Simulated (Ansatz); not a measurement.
# BaS: the cell at several levels of theory

Aim: relax BaS built on the zincblende prototype with PBE, r2SCAN, PBEsol, LDA and HSE06 and see how far the functionals disagree on the cell. This is a trial cell built on a prototype, not taken from a measured structure, and it needn't be the compound's ground state.

The runs shown are made with Ansatz 0.2.0. PAW datasets, plane waves, zero pressure. Simulation only: spin-unpolarised, and no claim that this is the phase found in nature.

**1. Starting point**

It is cubic, F-43m (No. 216); a = 7.039 Å in the conventional setting, 43.59 Å³ an atom. Near Ba stand 4 S at 3.05 Å; near S stand 4 Ba at 3.05 Å.

The structure in full:

```cif
data_structure
_symmetry_space_group_name_H-M 'F-43m'
_symmetry_Int_Tables_number 216
_cell_length_a 7.0388
_cell_length_b 7.0388
_cell_length_c 7.0388
_cell_angle_alpha 90.000
_cell_angle_beta 90.000
_cell_angle_gamma 90.000
_cell_volume 348.74
loop_
_atom_site_label
_atom_site_type_symbol
_atom_site_symmetry_multiplicity
_atom_site_Wyckoff_symbol
_atom_site_fract_x
_atom_site_fract_y
_atom_site_fract_z
_atom_site_occupancy
Ba1 Ba 4 a 0.00000 0.00000 0.00000 1
S1 S 4 d 0.25000 0.25000 0.75000 1
```

**2. Relaxation with PBE**

Input file input.yaml:

```yaml
crystal:
  lattice:
    - [0.0, 3.5194117709, 3.5194117709]
    - [3.5194117709, 0.0, 3.5194117709]
    - [3.5194117709, 3.5194117709, 0.0]
  atoms:
    - { symbol: Ba, position: [0.0, 0.0, 0.0] }
    - { symbol: S, position: [0.25, 0.25, 0.25] }
kpoints:
  mp_grid: { grid: [6, 6, 6] }
hamiltonian:
  xc: pbe
scf:
  occupations: { method: fermi_dirac, width: 0.02 }
relax:
  f_tol: 0.005
  cell: {}
```

Command:

```
$ ansatz run input.yaml --threads 2 --pin off --max-ram 2211MiB --backend cpu --events-out ev --progress --plain --runs-dir out
```

Further steps of the session: r2SCAN: cell and atoms; Relaxing with PBEsol; Relaxation with LDA; Relaxing with HSE06.

Before running it: what results should come out? Wanted: for each run, a; volume; space group; SCF geometries.

**Answer**, as computed:

| level | a (Å) | volume (Å³/atom) | space group | SCF geometries |
| --- | --- | --- | --- | --- |
| PBE | 7.039 | 43.592 | F-43m | 2 |
| r2SCAN | 7.039 | 43.592 | F-43m | 2 |
| PBEsol | 6.937 | 41.732 | F-43m | 4 |
| LDA | 6.868 | 40.491 | F-43m | 4 |
| HSE06 | 7.018 | 43.211 | F-43m | 3 |

In words: The first relaxation changed the volume by +0.0 % from the start. The volume spreads over 7.7 % between the levels. LDA's volume lies 7.1 % below PBE's. The meshes differ: PBE 6×6×6, r2SCAN 6×6×6, PBEsol 6×6×6, LDA 6×6×6, HSE06 4×4×4.
